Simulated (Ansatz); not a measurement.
Suppose TiTe₂ takes space group P-6m2 (No. 187), with Ti on 2g; Te on 1e, 2i and 1a.

Theory: DFT PBE, scalar-relativistic, plane waves, PAW (Ansatz). Cutoff 420 eV, Γ-centred mesh, Gaussian smearing, collinear spin.

The zero of energy is the elements' standard structures at the same level; no fitted shifts are applied.

Task: Predict the relaxed structure.

Result:

Space group P-6m2 (No. 187). a = 4.972 Å, b = 4.972 Å, c = 9.364 Å, α = 90.00°, β = 90.00°, γ = 120.00°
```tsv
atom	site	symmetry	x	y	z
Ti	2g	3m.	0.0000	0.0000	0.3715
Te	1e	-6m2	0.6667	0.3333	0.0000
Te	2i	3m.	0.6667	0.3333	0.3232
Te	1a	-6m2	0.0000	0.0000	0.0000
```

Ti is surrounded by 1 Ti at 2.41 Å, 3 Te at 2.91 Å and 1 Te at 3.48 Å; Te on a site of symmetry -6m2 has 5 Te at 2.87–3.03 Å; Te on a site of symmetry 3m is surrounded by 3 Ti at 2.91 Å, 1 Te at 3.03 Å and 1 Te at 3.31 Å; Te on a second site of symmetry -6m2 has 3 Te at 2.87 Å. Another local minimum with the same sites may exist.

Task: And its energy and gap?

Result: The energy over the elements is +0.25 eV/atom, the gap on the 12×12×4 mesh of the 6-atom cell is 0 eV (a metal) and the net moment per atom is 0.39 μB. The moment by site is Ti 0.8 (×2) μB. The separate elements lie lower, so it is unstable against them.

The last run used collinear spin and Gaussian smearing of 0.10 eV. These runs have no spin–orbit coupling, which can matter for Te. The reference form of Te is held partly by dispersion forces, which this level lacks. The magnetic state reached may not be the lowest. A structure relaxed within its symmetry needn't be a true minimum. Another cell of TiTe2 relaxed alike but without spin, in P-3m1 (a cell as deposited in COD), lies 0.96 eV/atom lower, so this cell isn't the stable form at this level. Site moments count only spheres around the atoms; the net moment includes the space between them.
